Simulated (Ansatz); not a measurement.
Guessed and relaxed cells of SrO

Recipe of this trial structure of SrO: ordered vacancies on the anion sites of rutile (Cmmm, No. 65) (occupants of the shared sites, in ratio, O: 2, vacant: 2). Its size is a rough estimate.

start.xyz

```xyz
4
Lattice="4.4761 -4.4761 0.0000 4.4761 4.4761 0.0000 0.0000 0.0000 4.1146" Properties=species:S:1:pos:R:3 pbc="T T T"
Sr    0.0000    0.0000    0.0000
Sr    4.4761    0.0000    2.0573
O     4.4761   -1.7457    0.0000
O     4.4761    1.7457    0.0000
```

All numbers below come from Ansatz 0.2.0, DFT PBE, scalar-relativistic, plane waves, PAW. Cutoff 420 eV, Gaussian smearing, Γ-centred meshes. Cell and atoms relax first on a coarse mesh and then on a finer one. In between, the cell is made exact in the group found at 0.06 Å. In metals the finer mesh still leaves noise of several meV/atom or more. The steps can't lower the symmetry of their start. No spin polarisation in the relaxation; trial moments died out in a coarse test.

end.xyz

```xyz
4
Lattice="3.7992 -4.5483 0.0000 3.7992 4.5483 0.0000 0.0000 0.0000 3.7732" Properties=species:S:1:pos:R:3 pbc="T T T"
Sr    0.0000    0.0000    0.0000
Sr    3.7992    0.0000    1.8866
O     5.3587    0.0000    0.0000
O     2.2396    0.0000    0.0000
```

The symmetry stays Cmmm (No. 65). The volume per atom shrinks by 20.9 %, from 41.2 to 32.6 Å³. The shortest distance goes from 2.70 Å (Sr–O) to 2.24 Å (Sr–O). The energy falls by about 0.53 eV/atom (the start's value is from the coarse mesh). The end is written in a standard setting, so origin, axes and order of atoms can differ from the start's.

```yaml
Volume_per_atom: 32.60 Å³
Density: 2.64 g/cm³
Formation_energy: −1.82 eV/atom
Gap_on_the_8×8×12_mesh_of_the_4-atom_cell: 0 eV (a metal)
```

The zero of energy is the elements' standard structures at the same level (O₂ as a molecule); no fitted shifts are applied. It lies below the elements, which doesn't yet make it stable against other compounds or structures.

The last run used Gaussian smearing of 0.10 eV. A structure relaxed within its symmetry needn't be a true minimum. In all, the 3 runs took 2 min on 1 thread of Arm Neoverse V2 (shared host).
